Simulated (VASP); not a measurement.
# SnO (Pm-3m) in VASP: notebook

Runs on SnO. Level: PBEsol. Tasks: optical spectrum, density of states, electric field gradients.

All numbers are computed with VASP 6.6.1; they aren't measurements. Logs are shortened: lines on timing, memory, paths and dates and some standing lists are left out, and cuts for length are marked.

### 1 The structure

It takes space group Pm-3m (No. 221, cubic). The conventional cell has a = 3.132 Å, b = 3.132 Å, c = 3.132 Å, α = 90.00°, β = 90.00°, γ = 90.00°. Sn (site symmetry m-3m) has 8 O at 2.71 Å as nearest neighbours. O (site symmetry m-3m) has 8 Sn at 2.71 Å as nearest neighbours.

The cell was built by a generator and needn't be a form met in nature.

### 2 Optical spectrum, PBEsol

The input, INCAR:

```
SYSTEM = SnO
PREC = Accurate ; ENCUT = 520
EDIFF = 1E-7 ; ISMEAR = 0
SIGMA = 0.02 ; LREAL = .False.
LASPH = .True. ; NELM = 60
ALGO = Normal ; ISIF = 2
LWAVE = .False. ; LCHARG = .False.
GGA = PS ; LOPTICS = .True.
NBANDS = 58 ; NEDOS = 2000
CSHIFT = 0.05
```

The input, KPOINTS:

```
regular mesh
0
Gamma
  9 9 9
  0 0 0
```

The input, POSCAR:

```
SnO
1.0
    3.1319300000      0.0000000000      0.0000000000
    0.0000000000      3.1319300000      0.0000000000
    0.0000000000      0.0000000000      3.1319300000
Sn O
1 1
Direct
    0.0000000000      0.0000000000      0.0000000000
    0.5000000000      0.5000000000      0.5000000000
```

Potentials or basis: VASP PAW PBE potentials, release 64 (Sn_d, O).

The run is started by

```bash
$ cat potpaw_PBE.64/Sn_d/POTCAR potpaw_PBE.64/O/POTCAR > POTCAR
$ mpirun -np 1 vasp_std > vasp.out
```

OUTCAR:

```text
SYSTEM = SnO
   PREC = Accurate
   ENCUT = 520
   EDIFF = 1E-7
   ISMEAR = 0
   LREAL = .False.
   LASPH = .True.
   NELM = 60
   ISIF = 2
   GGA = PS

 ion  position               nearest neighbor table
   1  0.000  0.000  0.000-   2 2.71   2 2.71   2 2.71   2 2.71   2 2.71   2 2.71   2 2.71   2 2.71

   2  0.500  0.500  0.500-   1 2.71   1 2.71   1 2.71   1 2.71   1 2.71   1 2.71   1 2.71   1 2.71

  LATTYP: Found a simple cubic cell.
 ALAT       =     3.1319300000

  Lattice vectors:

 A1 = (   3.1319300000,   0.0000000000,   0.0000000000)
 A2 = (   0.0000000000,   3.1319300000,   0.0000000000)
 A3 = (   0.0000000000,   0.0000000000,   3.1319300000)

Analysis of symmetry for initial positions (statically):
=====================================================================
 Subroutine PRICEL returns:
 Original cell was already a primitive cell.

 Routine SETGRP: Setting up the symmetry group for a
 simple cubic supercell.

 Subroutine GETGRP returns: Found 48 space group operations
 (whereof 48 operations were pure point group operations)
 out of a pool of 48 trial point group operations.

The static configuration has the point symmetry O_h .

Analysis of symmetry for dynamics (positions and initial velocities):
=====================================================================
 Subroutine PRICEL returns:
 Original cell was already a primitive cell.

 Routine SETGRP: Setting up the symmetry group for a
 simple cubic supercell.

 Subroutine GETGRP returns: Found 48 space group operations
 (whereof 48 operations were pure point group operations)
 out of a pool of 48 trial point group operations.

The dynamic configuration has the point symmetry O_h .

 Subroutine INISYM returns: Found 48 space group operations
 (whereof 48 operations are pure point group operations),
 and found     1 'primitive' translations

----------------------------------------------------------------------------------------

                                     Primitive cell

  volume of cell :      30.7211

  direct lattice vectors                    reciprocal lattice vectors
     3.131930000  0.000000000  0.000000000     0.319291938  0.000000000  0.000000000
     0.000000000  3.131930000  0.000000000     0.000000000  0.319291938  0.000000000
     0.000000000  0.000000000  3.131930000     0.000000000  0.000000000  0.319291938

  length of vectors
     3.131930000  3.131930000  3.131930000     0.319291938  0.319291938  0.319291938

  position of ions in fractional coordinates (direct lattice)
     0.000000000  0.000000000  0.000000000
     0.500000000  0.500000000  0.500000000

  ion indices of the primitive-cell ions
   primitive index   ion index
                 1           1
                 2           2

----------------------------------------------------------------------------------------

 KPOINTS: regular mesh

Automatic generation of k-mesh.
 Grid dimensions read from file:
 generate k-points for:    9    9    9

 Generating k-lattice:

  Cartesian coordinates                     Fractional coordinates (reciprocal lattice)
     0.035476882  0.000000000  0.000000000     0.111111111  0.000000000  0.000000000
     0.000000000  0.035476882  0.000000000     0.000000000  0.111111111  0.000000000
     0.000000000  0.000000000  0.035476882     0.000000000  0.000000000  0.111111111

  Length of vectors
     0.035476882  0.035476882  0.035476882

  Shift w.r.t. Gamma in fractional coordinates (k-lattice)
     0.000000000  0.000000000  0.000000000

 Subroutine IBZKPT returns following result:
 ===========================================

 Found     35 irreducible k-points:

 Following reciprocal coordinates:
            Coordinates               Weight
  0.000000  0.000000  0.000000      1.000000
  0.111111  0.000000  0.000000      6.000000
  0.222222  0.000000  0.000000      6.000000
  0.333333  0.000000  0.000000      6.000000
  0.444444  0.000000  0.000000      6.000000
  0.111111  0.111111  0.000000     12.000000
[... 16 lines left out ...]
  0.333333  0.333333  0.111111     24.000000
  0.444444  0.333333  0.111111     48.000000
 [... further k-points ...]
   k-points           NKPTS =     35   k-points in BZ     NKDIM =     35   number of bands    NBANDS=     58
   number of dos      NEDOS =   2000   number of ions     NIONS =      2
   total plane-waves  NPLWV =  13824
   dimension x,y,z NGX =    24 NGY =   24 NGZ =   24
   dimension x,y,z NGXF=    48 NGYF=   48 NGZF=   48
   ions per type =               1   1
   NGX,Y,Z   is equivalent  to a cutoff of  12.74, 12.74, 12.74 a.u.
   NGXF,Y,Z  is equivalent  to a cutoff of  25.48, 25.48, 25.48 a.u.
 SYSTEM =  SnO
   PREC   = accura    normal or accurate (medium, high low for compatibility)
   ISTART =      0    job   : 0-new  1-cont  2-samecut
   ICHARG =      2    charge: 1-file 2-atom 10-const
   ISPIN  =      1    spin polarized calculation?
   LNONCOLLINEAR =      F non collinear calculations
   LSORBIT =      F    spin-orbit coupling
   LASPH  =      T    aspherical Exc in radial PAW
   ENCUT  =  520.0 eV  38.22 Ry    6.18 a.u.   5.82  5.82  5.82*2*pi/ulx,y,z
   NELM   =     60;   NELMIN=  2; NELMDL= -5     # of ELM steps
   EDIFF  = 0.1E-06   stopping-criterion for ELM
   LREAL  =      F    real-space projection
   EDIFFG = 0.1E-05   stopping-criterion for IOM
   NSW    =      0    number of steps for IOM
   IBRION =     -1    ionic relax: 0-MD 1-quasi-New 2-CG
   NFREE  =      0    steps in history (QN), initial steepest desc. (CG)
   ISIF   =      2    stress and relaxation
   ISYM   =      2    0-nonsym 1-usesym 2-fastsym
   POTIM  = 0.5000    time-step for ionic-motion
   TEBEG  =    0.0;   TEEND  =   0.0 temperature during run
   PSTRESS=    0.0 pullay stress
   NELECT =      20.0000    total number of electrons
   NUPDOWN=      -1.0000    fix difference up-down
   EMIN   =  10.00;   EMAX   =-10.00  energy-range for DOS
   EFERMI =   0.00;   METHOD = LEGACY
   ISMEAR =     0;   SIGMA  =   0.02  broadening in eV -4-tet -1-fermi 0-gaus
   EFERMI_NEDOS =   21; number of points for ismear=-14 and -15
   IALGO  =     38    algorithm
   IMIX   =      4    mixing-type and parameters
     AMIX     =   0.40;   BMIX     =  1.00
     AMIX_MAG =   1.60;   BMIX_MAG =  1.00
  volume/ion in A,a.u.               =      15.36       103.66
  Fermi-wavevector in a.u.,A,eV,Ry     =   1.418860  2.681256 27.390743  2.013163
  Thomas-Fermi vector in A             =   2.539941
   LORBIT       =      0    0 simple, 1 ext, 2 COOP (PROOUT), +10 PAW based schemes
   GGA     = PS    functional components
   LHFCALC =     F    Hartree Fock is set to
   AEXX    =    0.0000 exact exchange contribution
   IVDW    =     0    specifies the selected vdW correction
   LEPSILON=     F    determine dielectric tensor
   LRPA    =     F    only Hartree local field effects (RPA)
 non-spin polarized calculation
 Gauss-broadening in eV      SIGMA  =   0.02
  energy-cutoff  :      520.00
  volume of cell :       30.72
 maximum number of plane-waves:       849
 NGX is ok and might be reduce to    24
   NGX = 11   NGY = 11   NGZ = 11

 number of electron      19.9999986 magnetization

 Free energy of the ion-electron system (eV)
  ---------------------------------------------------
  ext. energy  EPLUGINS =         0.00000000
  ---------------------------------------------------
  free energy    TOTEN  =       -10.61376149 eV

  energy without entropy =      -10.61376149  energy(sigma->0) =      -10.61376149

 E-fermi :   7.7620     XC(G=0): -11.4819

 val. band max:        7.6685469610   @ k =   0.4444   0.1111   0.1111
 cond. band min:       8.0861303733   @ k =   0.4444   0.4444   0.4444
 fundamental gap:      0.4175834123
 Fermi energy:         7.7620288884

 k-point     1 :       0.0000    0.0000    0.0000
  band No.  band energies     occupation
      1     -13.7248      2.00000
      2     -13.7248      2.00000
      3     -13.3722      2.00000
      4     -13.3722      2.00000
      5     -13.3722      2.00000
      6      -9.9598      2.00000
[... 14 lines left out ...]
     21      29.6602      0.00000
     22      29.6602      0.00000
[... 552 lines left out ...]
  band No.  band energies     occupation
      1     -13.5937      2.00000
      2     -13.5733      2.00000
      3     -13.4626      2.00000
      4     -13.4395      2.00000
      5     -13.3617      2.00000
      6      -8.8287      2.00000
[... 14 lines left out ...]
     21      30.8303      0.00000
     22      31.4610      0.00000

 [... further k-points ...]

 [bands above 22 left out]

------------------------ aborting loop because EDIFF is reached ----------------------------------------

  FORCE on cell =-STRESS in cart. coord.  units (eV):
  Direction    XX          YY          ZZ          XY          YZ          ZX
  --------------------------------------------------------------------------------------
  -------------------------------------------------------------------------------------
  Total       -0.9645755     -0.9645755     -0.9645755     -0.0000000     -0.0000000     -0.0000000
  in kB      -50.3049419    -50.3049419    -50.3049419     -0.0000000     -0.0000000     -0.0000000
  external PRESSURE =     -50.3049419 kB  Pullay stress =       0.0000000 kB

 VOLUME and BASIS-vectors are now :
 -----------------------------------------------------------------------------
  energy-cutoff  :      520.00
  volume of cell :       30.72
      direct lattice vectors                 reciprocal lattice vectors
     3.131930000  0.000000000  0.000000000     0.319291938  0.000000000  0.000000000
     0.000000000  3.131930000  0.000000000     0.000000000  0.319291938  0.000000000
     0.000000000  0.000000000  3.131930000     0.000000000  0.000000000  0.319291938

 POSITION                                       TOTAL-FORCE (eV/Angst)
 -----------------------------------------------------------------------------------
      0.00000      0.00000      0.00000         0.000000      0.000000      0.000000
      1.56597      1.56597      1.56597         0.000000      0.000000      0.000000
 -----------------------------------------------------------------------------------
    total drift:                                0.000000      0.000000     -0.000000

  FREE ENERGIE OF THE ION-ELECTRON SYSTEM (eV)
  ---------------------------------------------------
  free  energy   TOTEN  =       -10.6137614904 eV

  energy  without entropy=      -10.6137614904  energy(sigma->0) =      -10.61376149

 electrical conductivity sigma (Mega S m-1) (frequency dependency in vasprun.xml)
  --------------------------------------------------------------------------------------
       0.000       0.000       0.000
       0.000       0.000      -0.000
       0.000      -0.000       0.000

  frequency dependent IMAGINARY DIELECTRIC FUNCTION (independent particle, no local field effects) density-density
     E(ev)      X         Y         Z        XY        YZ        ZX
  --------------------------------------------------------------------------------------------------------------
     0.00000     0.00000     0.00000     0.00000     0.00000     0.00000     0.00000
     1.09723     0.00000     0.00000     0.00000    -0.00000     0.00000    -0.00000
     2.19446    41.58530    41.58530    41.58530    -0.00000    -0.00000     0.00000
     3.29169    13.01016    13.01016    13.01016     0.00000    -0.00000    -0.00000
     4.38892    10.42952    10.42952    10.42952    -0.00000    -0.00000     0.00000
     5.48615    11.25605    11.25605    11.25605    -0.00000    -0.00000     0.00000
[... 92 lines left out ...]
   107.52857     0.00000     0.00000     0.00000    -0.00000     0.00000    -0.00000
   108.62580     0.00000     0.00000     0.00000    -0.00000     0.00000    -0.00000

  frequency dependent      REAL DIELECTRIC FUNCTION (independent particle, no local field effects) density-density
     E(ev)        X           Y           Z          XY          YZ          ZX
  --------------------------------------------------------------------------------------------------------------
     0.00000    26.06275    26.06275    26.06275    -0.00000    -0.00000    -0.00000
     1.09723   -14.68743   -14.68743   -14.68743     0.00000     0.00000     0.00000
     2.19446    26.62557    26.62557    26.62557     0.00000     0.00000     0.00000
     3.29169    14.29770    14.29770    14.29770     0.00000     0.00000     0.00000
     4.38892    -5.91130    -5.91130    -5.91130    -0.00000    -0.00000    -0.00000
     5.48615    -6.90835    -6.90835    -6.90835     0.00000     0.00000    -0.00000
[... 92 lines left out ...]
   107.52857     0.92982     0.92982     0.92982    -0.00000     0.00000     0.00000
   108.62580     0.93164     0.93164     0.93164    -0.00000     0.00000     0.00000

  frequency dependent IMAGINARY DIELECTRIC FUNCTION (independent particle, no local field effects) current-current
     E(ev)      X         Y         Z        XY        YZ        ZX
  --------------------------------------------------------------------------------------------------------------
     0.00000     0.00000     0.00000     0.00000     0.00000     0.00000     0.00000
     1.09723     0.00000     0.00000     0.00000     0.00000     0.00000     0.00000
     2.19446    42.40430    42.40430    42.40430    -0.00000    -0.00000     0.00000
     3.29169    13.05052    13.05052    13.05052     0.00000    -0.00000     0.00000
     4.38892    10.50127    10.50127    10.50127    -0.00000     0.00000    -0.00000
     5.48615    11.24918    11.24918    11.24918     0.00000     0.00000     0.00000
[... 92 lines left out ...]
   107.52857     0.00000     0.00000     0.00000     0.00000     0.00000     0.00000
   108.62580     0.00000     0.00000     0.00000     0.00000     0.00000     0.00000

  frequency dependent      REAL DIELECTRIC FUNCTION (independent particle, no local field effects) current-current
     E(ev)        X           Y           Z          XY          YZ          ZX
  --------------------------------------------------------------------------------------------------------------
     0.00000    25.90033    25.90033    25.90033    -0.00000     0.00000    -0.00000
     1.09723   -15.47288   -15.47288   -15.47288     0.00000    -0.00000     0.00000
     2.19446    25.47566    25.47566    25.47566    -0.00000    -0.00000     0.00000
     3.29169    13.84596    13.84596    13.84596     0.00000     0.00000    -0.00000
     4.38892    -6.15711    -6.15711    -6.15711     0.00000     0.00000    -0.00000
     5.48615    -7.09580    -7.09580    -7.09580     0.00000     0.00000    -0.00000
[... 92 lines left out ...]
   107.52857     0.92982     0.92982     0.92982     0.00000    -0.00000     0.00000
   108.62580     0.93164     0.93164     0.93164     0.00000    -0.00000     0.00000
```

Wall time 24 s (1 thread of Intel Xeon 6975P-C (Granite Rapids), shared host); peak memory 0.18 GiB.

What came out:

```
Free energy            : -10.6138 eV
Pressure               : -5.0 GPa
Band gap on the k mesh : 0.42 eV, indirect (least direct gap 0.91 eV)
```

Levels at points of the mesh, in eV from the valence-band top:
| k point | band 6 | band 7 | band 8 | band 9 | band 10 | band 11 | band 12 | band 13 | band 14 | band 15 |
| --- | --- | --- | --- | --- | --- | --- | --- | --- | --- | --- |
| (0.00, 0.00, 0.00) | -17.63 | -7.29 | -2.25 | -2.25 | -2.25 | 8.09 | 8.09 | 8.09 | 8.14 | 8.14 |

Dielectric function (mean over the directions given):
```tsv
energy (eV)	real part	imaginary part
0.27	27.19	0.00
1.26	3.05	0.00
2.30	20.31	5.17
3.35	16.90	12.02
4.39	-5.91	10.43
5.43	-5.97	10.50
6.47	-4.13	0.90
7.52	-3.93	0.04
8.56	-1.61	3.24
9.60	-1.87	2.33
10.59	-0.74	0.00
11.63	-0.18	1.00
12.67	-0.69	1.09
13.72	-1.13	0.21
14.76	-0.33	1.43
15.80	-0.17	0.41
16.84	0.37	1.01
17.88	0.17	0.30
18.93	0.34	0.53
19.97	0.64	0.04
```

Caveat: spectra need much finer meshes, so this one isn't converged; independent-particle spectra lack excitons; the PAW data sets were made with another functional, which shifts forces and pressure a little; spin-orbit coupling is left out, which moves the levels of the heavy elements; an odd mesh through Γ misses points on the zone boundary, where band edges often lie. PBEsol gaps usually lie below the measured ones, often by a third to a half.

(Part 1 of 2 ends here.)
